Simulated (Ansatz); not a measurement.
Here is an Ansatz 0.2.0 calculation.

input.yaml

```yaml
crystal:
  lattice:
    - [3.635035, -2.39502, 0.0]
    - [3.635035, 2.39502, 0.0]
    - [0.0, 0.0, 9.79344]
  atoms:
    - { symbol: I, position: [0.6493, 0.3507, 0.3844] }
    - { symbol: I, position: [0.1493, 0.8507, 0.1156] }
    - { symbol: I, position: [0.3507, 0.6493, 0.6156] }
    - { symbol: I, position: [0.8507, 0.1493, 0.8844] }
hamiltonian:
  xc: pbe
  pseudopotentials: { kind: paw }
kpoints:
  mp_grid: { grid: [7, 7, 3] }
scf:
  occupations: { method: gaussian, width: 0.025 }
output:
  forces: true
  stress: true
  eigenvalues: true
```

Potentials or basis: Ansatz PAW.

The run is started by

```sh
$ ansatz run input.yaml --threads 2 --pin off --max-ram 5632MiB --backend cpu --events-out ev --progress --plain --runs-dir out
```

Task: Estimate the largest force.

Result: 0.859 eV/Å.

Task: Predict the band gap on the k mesh.

Result: 1.33 eV, indirect (least direct gap 1.41 eV).

Forces in eV/Å, atoms in the order of the input:
```
I    0.000 -0.402 -0.759
I    0.000 -0.402  0.759
I    0.000  0.402  0.759
I    0.000  0.402 -0.759
```

Caveat: odd divisions of the mesh miss points on the zone boundary, where band edges often lie, so the gap on the mesh can be too wide; spin-orbit coupling is left out, which moves the levels of the heavy elements. As with any semilocal functional, this PBE gap is likely too small.
